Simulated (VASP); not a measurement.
# Si (Cmce) in VASP: notebook

Runs on Si. Level: PBE. Tasks: relaxation of cell and atoms, single point.

Everything below comes from runs of VASP 6.6.1. Logs are shortened: lines on timing, memory, paths and dates and some standing lists are left out, and cuts for length are marked.

### Step 1. The crystal as given

Symmetry: Cmce, No. 64, orthorhombic system. The conventional cell has a = 3.425 Å, b = 10.866 Å, c = 4.533 Å, α = 90.00°, β = 90.00°, γ = 90.00°. Si (site symmetry m) has 3 Si at 2.24 to 2.28 Å as nearest neighbours.

The cell was built by a generator and needn't be a form met in nature.

### Step 2. Relaxation of cell and atoms, PBE

Input file INCAR:

```
SYSTEM = Si
ALGO     = Normal         ! electronic algorithm
EDIFF    = 1E-6           ! SCF threshold, eV
EDIFFG   = -0.04          ! ionic threshold
ENCUT    = 600            ! plane-wave cutoff, eV
GGA      = PE             ! functional
IBRION   = 2              ! ionic algorithm
ISIF     = 3              ! what is computed and relaxed
ISMEAR   = 0              ! smearing method
LASPH    = .TRUE.         ! aspherical terms in the spheres
LCHARG   = .FALSE.        ! write CHGCAR
LREAL    = .FALSE.        ! projectors in reciprocal space
LWAVE    = .FALSE.        ! write WAVECAR
NELM     = 100            ! most SCF steps
NSW      = 90             ! ionic steps
PREC     = Accurate       ! precision mode
SIGMA    = 0.1            ! smearing width, eV
```

Input file KPOINTS:

```
k-points
0
G
  6 6 4
  0 0 0
```

Input file POSCAR:

```
Si
1.0
    1.7126690100     -5.4329379470      0.0000000000
    1.7126690100      5.4329379470      0.0000000000
    0.0000000000      0.0000000000      4.5326225158
Si
4
Direct
    0.0980000000      0.9020000000      0.9100000000
    0.5980000000      0.4020000000      0.5900000000
    0.9020000000      0.0980000000      0.0900000000
    0.4020000000      0.5980000000      0.4100000000
```

Potentials or basis: VASP PAW PBE potentials, release 64 (Si).

The run is started by

```bash
> cat potpaw_PBE.64/Si/POTCAR > POTCAR
> mpirun -np 1 vasp_std > vasp.out
```

OUTCAR:

```text
SYSTEM = Si
   EDIFF = 1E-6
   EDIFFG = -0.04
   ENCUT = 600
   GGA = PE
   IBRION = 2
   ISIF = 3
   ISMEAR = 0
   LASPH = .TRUE.
   LREAL = .FALSE.
   NELM = 100
   NSW = 90
   PREC = Accurate

 ion  position               nearest neighbor table
   1  0.098  0.902  0.910-   2 2.24   2 2.24   3 2.28
   2  0.598  0.402  0.590-   1 2.24   1 2.24   4 2.28
   3  0.902  0.098  0.090-   4 2.24   4 2.24   1 2.28
   4  0.402  0.598  0.410-   3 2.24   3 2.24   2 2.28

  LATTYP: Found a base centered orthorhombic cell.
 ALAT       =     3.4253380200
 B/A-ratio  =     3.1722054380
 C/A-ratio  =     1.3232628399

  Lattice vectors:

 A1 = (   1.7126690100,  -5.4329379470,   0.0000000000)
 A2 = (   1.7126690100,   5.4329379470,   0.0000000000)
 A3 = (   0.0000000000,   0.0000000000,   4.5326225158)

Analysis of symmetry for initial positions (statically):
=====================================================================
 Subroutine PRICEL returns:
 Original cell was already a primitive cell.

 Routine SETGRP: Setting up the symmetry group for a
 base centered orthorhombic supercell.

 Subroutine GETGRP returns: Found  8 space group operations
 (whereof  4 operations were pure point group operations)
 out of a pool of  8 trial point group operations.

The static configuration has the point symmetry C_2h.
 The point group associated with its full space group is D_2h.

Analysis of symmetry for dynamics (positions and initial velocities):
=====================================================================
 Subroutine PRICEL returns:
 Original cell was already a primitive cell.

 Routine SETGRP: Setting up the symmetry group for a
 base centered orthorhombic supercell.

 Subroutine GETGRP returns: Found  8 space group operations
 (whereof  4 operations were pure point group operations)
 out of a pool of  8 trial point group operations.

The dynamic configuration has the point symmetry C_2h.
 The point group associated with its full space group is D_2h.

 Subroutine INISYM returns: Found  8 space group operations
 (whereof  4 operations are pure point group operations),
 and found     1 'primitive' translations

----------------------------------------------------------------------------------------

                                     Primitive cell

  volume of cell :      84.3505

  direct lattice vectors                    reciprocal lattice vectors
     1.712669010 -5.432937947  0.000000000     0.291941991 -0.092031237  0.000000000
     1.712669010  5.432937947  0.000000000     0.291941991  0.092031237  0.000000000
     0.000000000  0.000000000  4.532622516     0.000000000  0.000000000  0.220622829

  length of vectors
     5.696494525  5.696494525  4.532622516     0.306104352  0.306104352  0.220622829

  position of ions in fractional coordinates (direct lattice)
     0.098000000  0.902000000  0.910000000
     0.598000000  0.402000000  0.590000000
     0.902000000  0.098000000  0.090000000
     0.402000000  0.598000000  0.410000000

  ion indices of the primitive-cell ions
   primitive index   ion index
                 1           1
                 2           2
                 3           3
                 4           4

----------------------------------------------------------------------------------------

 KPOINTS: k-points

Automatic generation of k-mesh.
 Grid dimensions read from file:
 generate k-points for:    6    6    4

 Generating k-lattice:

  Cartesian coordinates                     Fractional coordinates (reciprocal lattice)
     0.048656998 -0.015338540  0.000000000     0.166666667  0.000000000  0.000000000
     0.048656998  0.015338540  0.000000000     0.000000000  0.166666667  0.000000000
     0.000000000  0.000000000  0.055155707     0.000000000  0.000000000  0.250000000

  Length of vectors
     0.051017392  0.051017392  0.055155707

  Shift w.r.t. Gamma in fractional coordinates (k-lattice)
     0.000000000  0.000000000  0.000000000

 Subroutine IBZKPT returns following result:
 ===========================================

 Found     39 irreducible k-points:

 Following reciprocal coordinates:
            Coordinates               Weight
  0.000000  0.000000  0.000000      1.000000
  0.166667  0.000000  0.000000      4.000000
  0.333333  0.000000  0.000000      4.000000
  0.500000  0.000000  0.000000      2.000000
  0.166667  0.166667  0.000000      2.000000
  0.333333  0.166667  0.000000      4.000000
[... 16 lines left out ...]
  0.333333  0.333333  0.250000      4.000000
  0.500000  0.333333  0.250000      8.000000
 [... further k-points ...]
   k-points           NKPTS =     39   k-points in BZ     NKDIM =     39   number of bands    NBANDS=     12
   number of dos      NEDOS =    301   number of ions     NIONS =      4
   total plane-waves  NPLWV =  82944
   dimension x,y,z NGX =    48 NGY =   48 NGZ =   36
   dimension x,y,z NGXF=    96 NGYF=   96 NGZF=   72
   ions per type =               4
   NGX,Y,Z   is equivalent  to a cutoff of  14.01, 14.01, 13.20 a.u.
   NGXF,Y,Z  is equivalent  to a cutoff of  28.02, 28.02, 26.41 a.u.
 SYSTEM =  Si
   PREC   = accura    normal or accurate (medium, high low for compatibility)
   ISTART =      0    job   : 0-new  1-cont  2-samecut
   ICHARG =      2    charge: 1-file 2-atom 10-const
   ISPIN  =      1    spin polarized calculation?
   LNONCOLLINEAR =      F non collinear calculations
   LSORBIT =      F    spin-orbit coupling
   LASPH  =      T    aspherical Exc in radial PAW
   ENCUT  =  600.0 eV  44.10 Ry    6.64 a.u.  11.38 11.38  9.05*2*pi/ulx,y,z
   NELM   =    100;   NELMIN=  2; NELMDL= -5     # of ELM steps
   EDIFF  = 0.1E-05   stopping-criterion for ELM
   LREAL  =      F    real-space projection
   EDIFFG = -.4E-01   stopping-criterion for IOM
   NSW    =     90    number of steps for IOM
   IBRION =      2    ionic relax: 0-MD 1-quasi-New 2-CG
   NFREE  =      1    steps in history (QN), initial steepest desc. (CG)
   ISIF   =      3    stress and relaxation
   ISYM   =      2    0-nonsym 1-usesym 2-fastsym
   POTIM  = 0.5000    time-step for ionic-motion
   TEBEG  =    0.0;   TEEND  =   0.0 temperature during run
   PSTRESS=    0.0 pullay stress
   NELECT =      16.0000    total number of electrons
   NUPDOWN=      -1.0000    fix difference up-down
   EMIN   =  10.00;   EMAX   =-10.00  energy-range for DOS
   EFERMI =   0.00;   METHOD = LEGACY
   ISMEAR =     0;   SIGMA  =   0.10  broadening in eV -4-tet -1-fermi 0-gaus
   EFERMI_NEDOS =   21; number of points for ismear=-14 and -15
   IALGO  =     38    algorithm
   IMIX   =      4    mixing-type and parameters
     AMIX     =   0.40;   BMIX     =  1.00
     AMIX_MAG =   1.60;   BMIX_MAG =  1.00
  volume/ion in A,a.u.               =      21.09       142.31
  Fermi-wavevector in a.u.,A,eV,Ry     =   0.940630  1.777533 12.038233  0.884785
  Thomas-Fermi vector in A             =   2.068061
   LORBIT       =      0    0 simple, 1 ext, 2 COOP (PROOUT), +10 PAW based schemes
   GGA     = PE    functional components
   LHFCALC =     F    Hartree Fock is set to
   AEXX    =    0.0000 exact exchange contribution
   IVDW    =     0    specifies the selected vdW correction
   LEPSILON=     F    determine dielectric tensor
   LRPA    =     F    only Hartree local field effects (RPA)
 conjugate gradient relaxation of ions
 non-spin polarized calculation
 Gauss-broadening in eV      SIGMA  =   0.10
  energy-cutoff  :      600.00
  volume of cell :       84.35
 maximum number of plane-waves:      2837
 NGX is ok and might be reduce to    48

--------------------------------------- Ionic step        1  -------------------------------------------

 number of electron      15.9999999 magnetization

 Free energy of the ion-electron system (eV)
  ---------------------------------------------------
  ext. energy  EPLUGINS =         0.00000000
  ---------------------------------------------------
  free energy    TOTEN  =       -17.96187519 eV

  energy without entropy =      -17.94688452  energy(sigma->0) =      -17.95437986

------------------------ aborting loop because EDIFF is reached ----------------------------------------

  FORCE on cell =-STRESS in cart. coord.  units (eV):
  Direction    XX          YY          ZZ          XY          YZ          ZX
  --------------------------------------------------------------------------------------
  -------------------------------------------------------------------------------------
  Total        8.1035820     -0.4569045      3.8525745      0.0000000     -0.0000000      0.0000000
  in kB      153.9217100     -8.6785729     73.1768809      0.0000000     -0.0000000      0.0000000
  external PRESSURE =      72.8066727 kB  Pullay stress =       0.0000000 kB
[... 1191 lines left out ...]
 k-point    24 :       0.5000    0.3333    0.2500
  band No.  band energies     occupation
      1      -2.1159      2.00000
      2       0.3144      2.00000
      3       1.1766      2.00000
      4       3.8025      2.00000
      5       5.4465      2.00000
      6       6.6537      2.00000
      7       6.7313      2.00000
      8       9.8164      2.00000
      9      11.1243      0.00000
     10      13.6421      0.00000
     11      14.8030      0.00000
     12      15.6706      0.00000

 [... further k-points ...]

[... ionic steps 4 to 29 ...]

--------------------------------------- Ionic step       30  -------------------------------------------

 number of electron      16.0000000 magnetization

------------------------ aborting loop because EDIFF is reached ----------------------------------------

  FORCE on cell =-STRESS in cart. coord.  units (eV):
  Direction    XX          YY          ZZ          XY          YZ          ZX
  --------------------------------------------------------------------------------------
  -------------------------------------------------------------------------------------
  Total       -0.1391958     -0.1404287     -0.1263014      0.0000000      0.0000000      0.0000000
  in kB       -3.2689862     -3.2979407     -2.9661627      0.0000000      0.0000000      0.0000000
  external PRESSURE =      -3.1776965 kB  Pullay stress =       0.0000000 kB
[... 61 lines left out ...]
  energy  without entropy=      -20.2523758847  energy(sigma->0) =      -20.25535400

--------------------------------------- Ionic step       32  -------------------------------------------

 number of electron      16.0000000 magnetization

 Free energy of the ion-electron system (eV)
  ---------------------------------------------------
  ext. energy  EPLUGINS =         0.00000000
  ---------------------------------------------------
  free energy    TOTEN  =       -20.25877868 eV

  energy without entropy =      -20.25315058  energy(sigma->0) =      -20.25596463

 E-fermi :   7.8982     XC(G=0): -10.3771

 val. band max:        7.8327501819   @ k =  -0.3333   0.1667   0.5000
 cond. band min:       7.9689249816   @ k =   0.3333   0.0000   0.2500
 fundamental gap:      0.1361747997
 Fermi energy:         7.8981504243

 k-point     1 :       0.0000    0.0000    0.0000
  band No.  band energies     occupation
      1      -5.2807      2.00000
      2       1.9942      2.00000
      3       2.8798      2.00000
      4       2.9904      2.00000
      5       3.1248      2.00000
      6       4.2891      2.00000
      7       4.9627      2.00000
      8       5.6194      2.00000
      9       7.1324      2.00000
     10      11.8525      0.00000
     11      12.5373      0.00000
     12      12.8757      0.00000
[... 376 lines left out ...]
  FREE ENERGIE OF THE ION-ELECTRON SYSTEM (eV)
  ---------------------------------------------------
  free  energy   TOTEN  =       -20.2587786793 eV

  energy  without entropy=      -20.2531505761  energy(sigma->0) =      -20.25596463

 reached required accuracy - stopping structural energy minimisation
```

Run time: 9.4 min. Hardware: 1 thread of Intel Xeon Platinum 8488C (Sapphire Rapids), shared host; peak memory 0.3 GiB.

What came out:

| Property | Result |
| --- | --- |
| Free energy | -20.2588 eV |
| Relaxed volume | 16.91 Å³/atom |
| Relaxed cell | a = 4.484 Å, b = 4.484 Å, c = 3.739 Å, α = 90.00°, β = 90.00°, γ = 115.87° |
| Space group after relaxing (to 0.05 Å) | Cmce (No. 64) |
| Energy gained by relaxing | 574.2 meV/atom |
| Ionic steps | 32 |
| Pressure after relaxing | 0.2 GPa |
| Largest force after relaxing | 0.020 eV/Å |
| Band gap on the k mesh | none (metal or under the smearing width) |

Forces on the atoms (eV/Å):
```
Si   0.000  0.019 -0.006
Si   0.000  0.019  0.006
Si   0.000 -0.019  0.006
Si   0.000 -0.019 -0.006
```

Stress tensor (GPa, compression positive):
```
0.13 0.00 0.00
0.00 0.32 0.00
0.00 0.00 0.20
```

The path:
```
step  energy change (eV)  largest force (eV/Å)  pressure (GPa)  volume (Å³)
   1              0.0000                1.2679            7.28        84.35
   2             -0.1860                1.0314           -4.68        96.36
   3             -0.3304                0.5803           -0.93        91.04
   4             -0.4124                0.3550           -1.63        90.46
   5             -0.5949                0.2810           -3.25        88.89
   6             -0.6971                0.3492           -6.10        85.00
   7             -0.7462                0.4007           -5.87        83.65
   8             -0.9219                0.5472           -4.85        79.62
   9             -1.4848                0.9604           -2.36        71.69
  10             -1.5567                0.2003           23.13        56.51
  11             -1.7959                1.1060            3.91        65.04
  12             -1.8180                1.0231            9.46        61.52
  13             -1.8704                0.7583           11.40        60.49
  14             -1.8831                0.5340           13.20        59.81
  15             -1.9564                0.3936           12.13        60.37
  16             -2.0912                0.2798            9.45        62.03
  17             -2.0379                1.1478            6.37        65.36
  18             -2.1183                0.5698            7.98        63.32
  19             -2.1887                0.4060            5.44        64.56
  20             -2.2645                0.2229            0.43        67.53
  21             -2.2664                0.2251           -0.33        68.06
  22             -2.2664                0.2264           -0.46        68.15
  23             -2.2700                0.2087           -0.37        68.10
  24             -2.2775                0.1568           -0.09        67.93
  25             -2.2786                0.0682            0.52        67.58
  26             -2.2805                0.1035            0.24        67.74
  27             -2.2845                0.0913            0.15        67.82
  28             -2.2925                0.0787           -0.14        68.07
  29             -2.2875                0.1795           -0.67        68.54
  30             -2.2943                0.0989           -0.32        68.22
  31             -2.2965                0.0530           -0.01        67.89
  32             -2.2969                0.0198            0.22        67.65
```

Final structure:
```yaml
crystal:
  lattice:
    - [2.38058, -3.80018, 0.00000]
    - [2.38058, 3.80018, 0.00000]
    - [0.00000, 0.00000, 3.73906]
  atoms:
    - { symbol: Si, position: [0.14752, 0.85248, 0.85292] }
    - { symbol: Si, position: [0.64752, 0.35248, 0.64708] }
    - { symbol: Si, position: [0.85248, 0.14752, 0.14708] }
    - { symbol: Si, position: [0.35248, 0.64752, 0.35292] }
```

Levels at points of the mesh, in eV from the Fermi level:
```
           k point  band 5  band 6  band 7  band 8  band 9  band 10  band 11  band 12
(0.00, 0.00, 0.00)   -4.77   -3.61   -2.94   -2.28   -0.77     3.95     4.64     4.98
(0.50, 0.00, 0.00)   -2.15   -2.15    0.15    0.15    1.03     1.03     2.95     2.95
(0.50, 0.50, 0.00)   -1.98   -1.70   -0.84    0.20    0.49     2.62     3.05     3.11
(0.00, 0.00, 0.50)   -3.12   -3.12   -2.51   -2.51   -0.55    -0.55     1.11     1.11
(0.50, 0.00, 0.50)   -3.70   -3.70   -2.30   -2.30    3.11     3.11     3.38     3.38
(0.50, 0.50, 0.50)   -4.49   -4.49   -4.01   -4.01    3.32     3.32     5.95     5.95
```

Caveat: the volume moved by over 15 % at a fixed basis, so the end points are rough.

### Step 3. Single point, PBE

This run uses another cell than the first one: it holds 23 atoms, not 4.

Input file INCAR:

```
SYSTEM = Si
ALGO = Fast ; EDIFF = 1E-6
ENCUT = 520 ; GGA = PE
ISIF = 2 ; ISMEAR = 0
LASPH = .TRUE. ; LCHARG = .TRUE.
LELF = .TRUE. ; LREAL = Auto
LVHAR = .TRUE. ; LWAVE = .FALSE.
NBANDS = 63 ; NELM = 100
PREC = Accurate ; SIGMA = 0.1
```

Input file KPOINTS:

```
k-points
0
G
  4 4 4
  0 0 0
```

Input file POSCAR:

```
Si
1.0
   -5.0252946700      5.0252946700      5.0252946700
    5.0252946700     -5.0252946700      5.0252946700
    5.0252946700      5.0252946700     -5.0252946700
Si
23
Direct
    0.8306587900      0.5586276600      0.5586276600
    0.1693412100      0.7279688700      0.7279688700
    0.0000000000      0.4413723400      0.2720311300
    0.5586276600      0.5586276600      0.8306587900
    0.0000000000      0.2720311300      0.4413723400
    0.7279688700      0.7279688700      0.1693412100
    0.4413723400      0.2720311300      0.0000000000
    0.2720311300      0.4413723400      0.0000000000
    0.5586276600      0.8306587900      0.5586276600
    0.2720311300      0.0000000000      0.4413723400
    0.4413723400      0.0000000000      0.2720311300
    0.7279688700      0.1693412100      0.7279688700
    0.0000000000      0.0000000000      0.0000000000
    0.7284812400      0.7284812400      0.7284812400
    0.2715187600      0.0000000000      0.0000000000
    0.0000000000      0.2715187600      0.0000000000
    0.0000000000      0.0000000000      0.2715187600
    0.2500000000      0.7500000000      0.5000000000
    0.7500000000      0.2500000000      0.5000000000
    0.7500000000      0.5000000000      0.2500000000
    0.2500000000      0.5000000000      0.7500000000
    0.5000000000      0.2500000000      0.7500000000
    0.5000000000      0.7500000000      0.2500000000
```

Potentials or basis: VASP PAW PBE potentials, release 64 (Si).

The run is started by

```bash
> cat potpaw_PBE.64/Si/POTCAR > POTCAR
> mpirun -np 1 vasp_std > vasp.out
```

It took 5.1 min on 1 thread of Intel Xeon 6975P-C (Granite Rapids), shared host; peak memory 0.69 GiB.

Results (log left out):

```
Free energy            : -122.8759 eV
Pressure               : 1.3 GPa
Largest force          : 0.038 eV/Å
Band gap on the k mesh : 1.42 eV, indirect (least direct gap 1.52 eV)
```

Forces in eV/Å, atoms in the order of the input:
```
Si  -0.022  0.022  0.022
Si  -0.022 -0.022 -0.022
Si   0.022  0.022 -0.022
Si   0.022  0.022 -0.022
Si   0.022 -0.022  0.022
Si  -0.022 -0.022 -0.022
Si   0.022 -0.022  0.022
Si  -0.022  0.022  0.022
Si   0.022 -0.022  0.022
Si  -0.022  0.022  0.022
Si   0.022  0.022 -0.022
Si  -0.022 -0.022 -0.022
Si   0.000  0.000  0.000
Si   0.013  0.013  0.013
Si   0.013 -0.013 -0.013
Si  -0.013  0.013 -0.013
Si  -0.013 -0.013  0.013
Si   0.000  0.000  0.000
Si   0.000  0.000  0.000
Si   0.000  0.000  0.000
Si   0.000  0.000  0.000
Si   0.000  0.000  0.000
Si   0.000  0.000  0.000
```

Levels at points of the mesh, in eV from the valence-band top:
```tsv
k point	band 42	band 43	band 44	band 45	band 46	band 47	band 48	band 49	band 50	band 51
(0.00, 0.00, 0.00)	-0.84	-0.51	-0.51	-0.51	-0.38	1.44	2.07	2.07	2.07	2.41
(0.50, 0.00, 0.00)	-0.79	-0.71	-0.55	-0.36	0.00	2.06	2.15	2.24	2.27	2.50
(0.50, 0.50, 0.50)	-0.29	-0.29	-0.23	-0.23	-0.23	1.44	1.44	1.44	2.19	2.61
```

A k mesh can miss the band edges. A hybrid or GW would open this gap; PBE tends to underestimate it.
